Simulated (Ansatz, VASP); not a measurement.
One calculation of KI, two programs

INCAR

```
SYSTEM = KI
PREC     = Accurate       ! precision mode
ENCUT    = 520            ! plane-wave cutoff, eV
EDIFF    = 1E-6           ! SCF threshold, eV
ISMEAR   = 0              ! smearing method
SIGMA    = 0.05           ! smearing width, eV
LREAL    = .FALSE.        ! projectors in reciprocal space
LASPH    = .TRUE.         ! aspherical terms in the spheres
NELM     = 60             ! most SCF steps
ALGO     = Normal         ! electronic algorithm
ISIF     = 2              ! what is computed and relaxed
LWAVE    = .FALSE.        ! write WAVECAR
LCHARG   = .FALSE.        ! write CHGCAR
GGA      = PE             ! functional
NBANDS   = 15             ! bands
```

Contents of KPOINTS:

```
regular mesh
0
G
  6 6 6
  0 0 0
```

POSCAR

```
KI
1.0
    0.0000000000      3.3835680000      3.5245500000
    3.3835680000      0.0000000000      3.5245500000
    3.3835680000      3.3835680000      0.0000000000
K I
1 1
Direct
    0.0000000000      0.0000000000      0.0000000000
    0.5000000000      0.5000000000      0.5000000000
```

Input for Ansatz:

```yaml
crystal:
  lattice:
    - [0.0, 3.383568, 3.52455]
    - [3.383568, 0.0, 3.52455]
    - [3.383568, 3.383568, 0.0]
  atoms:
    - { symbol: K, position: [0.0, 0.0, 0.0] }
    - { symbol: I, position: [0.5, 0.5, 0.5] }
basis:
  ecutwfc: 420
kpoints:
  mp_grid: { grid: [6, 6, 6] }
hamiltonian:
  xc: pbe
scf:
  occupations: { method: gaussian, width: 0.05 }
output:
  forces: true
  stress: true
  eigenvalues: true
```

Change from the starting cell: strain -0.040 along x and y, +0.000 along z, atoms carried along.

Alike in both runs: task single point; functional PBE; k mesh 6 × 6 × 6; occupations gaussian, width 0.05 eV; no spin polarisation.

|  | VASP | Ansatz |
| --- | --- | --- |
| version | VASP 6.6.1 | Ansatz 0.2.0 |
| potentials or method | VASP PAW PBE potentials, release 64 (K_sv, I) | scalar-relativistic, plane waves, PAW |
| plane-wave cutoff (eV) | 520 | 420 |
| valence electrons in the cell | 16 | 26 |

|  | VASP | Ansatz | Ansatz less VASP |
| --- | --- | --- | --- |
| gap on the k mesh at the Fermi level (eV) | 4.17 | 4.17 | +0.005 |
| least direct gap on the mesh (eV) | 4.17 | 4.17 | +0.005 |
| pressure (GPa) | 2.2 | 2.1 | -0.06 |
| largest component of the traceless stress (GPa) | 1.06 | 1.04 | -0.013 |

The two sets of potentials don't hold the same shells in valence.

Caveats: spin-orbit coupling is left out, which moves the levels of the heavy elements.
